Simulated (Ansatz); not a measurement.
# ZnS: an elastic constant from a strain scan

Theory: Ansatz, DFT PBE, scalar-relativistic, plane waves, PAW. Cutoff 420 eV, Γ-centred 8×8×8 k-points, Gaussian smearing of 0.05 eV. No spin polarisation. Energies are free energies at this smearing, counted from the undisturbed cell; pressure is positive in compression.

The undisturbed cell (relaxed at this level):

```
Zn S
1.0
     0.00000    2.72156    2.72156
     2.72156    0.00000    2.72156
     2.72156    2.72156    0.00000
Zn S
1 1
Direct
  0.00000 0.00000 0.00000
  0.75000 0.75000 0.75000
```

The cell is strained by ε times the Voigt pattern (0, 0, 0, 0, 1, 0) (xx, yy, zz, yz, xz, xy; engineering shear) with fractional coordinates fixed. The cell holds 2 atoms in V0 = 40.32 Å³. The stress column is τ = (1/V0) dE/dε, got from the stress tensor σ (compression positive) at each point as −det(1 + εP) σ : P(1 + εP)⁻¹, with P the pattern as a tensor.

| ε | ΔE (meV/atom) | τ (GPa) |
| --- | --- | --- |
| -0.0350 | 4.934 | -2.243 |
| -0.0300 | 3.623 | -1.921 |
| -0.0250 | 2.517 | -1.600 |
| -0.0200 | 1.614 | -1.279 |
| -0.0150 | 0.909 | -0.959 |
| -0.0100 | 0.405 | -0.639 |
| -0.0050 | 0.105 | -0.320 |
| 0.0000 | 0.000 | 0.000 |
| 0.0050 | 0.105 | 0.320 |
| 0.0100 | 0.405 | 0.639 |
| 0.0150 | 0.909 | 0.959 |
| 0.0200 | 1.614 | 1.279 |
| 0.0250 | 2.517 | 1.600 |
| 0.0300 | 3.623 | 1.921 |
| 0.0350 | 4.934 | 2.243 |
| 0.0400 | ? | ? |

Q: Which combination of elastic constants does this scan measure, and how large is it?

A: For small ε, τ = τ0 + Kε with K = pᵀCp, which for this pattern is C44 in the cubic axes. The parabola through τ at ε = -0.0050, 0 and 0.0050 has slope K = 64 GPa at zero. The energies per cell, E = NΔE, of the same two points give K = 2[E(ε₊)/ε₊ − E(ε₋)/ε₋]/[(ε₊ − ε₋)V0] = 67 GPa, in agreement. These are clamped-ion values.

Q: Predict the withheld row at ε = 0.0400 from the harmonic law, and compare.

A: ΔE = V0(τ0 ε + Kε²/2)/N = 6.433 meV/atom and τ = 2.56 GPa. The calculation gives 6.447 meV/atom and 2.57 GPa, a miss of 0.2 % of the harmonic energy, so the harmonic law still holds here.

Forces appear on the atoms along this scan, and letting them relax would lower the energy and soften the response.